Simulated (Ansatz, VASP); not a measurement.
## One calculation of HfC, two programs

```
CELL_PARAMETERS angstrom
3.23587 0.00000 0.00000
-1.61793 2.80234 0.00000
0.00000 0.00000 2.91350
ATOMIC_POSITIONS crystal
Hf 0.00000 0.00000 0.00000
C 0.33333 0.66667 0.50000
```

Alike in both runs: functional PBE; k mesh 15 × 15 × 13; occupations fermi-dirac, width 0.1 eV; no spin polarisation.

Ansatz relaxed the structure, and its values are those at the end. VASP's run is a single point on that final structure, the one shown.

|  | VASP | Ansatz |
| --- | --- | --- |
| version | VASP 6.6.1 | Ansatz 0.2.0 |
| potentials or method | VASP PAW PBE potentials, release 64 (Hf_pv, C) | PAW with Ansatz's default frozen-core files, scalar-relativistic |
| plane-wave cutoff (eV) | 520 | 420 |
| valence electrons in the cell | 14 | 30 |

|  | VASP | Ansatz | Ansatz less VASP |
| --- | --- | --- | --- |
| pressure (GPa) | -0.8 | 0.0 | +0.84 |

The two sets of potentials don't hold the same shells in valence.

The runs have no spin-orbit coupling, so splittings on Hf are missing.
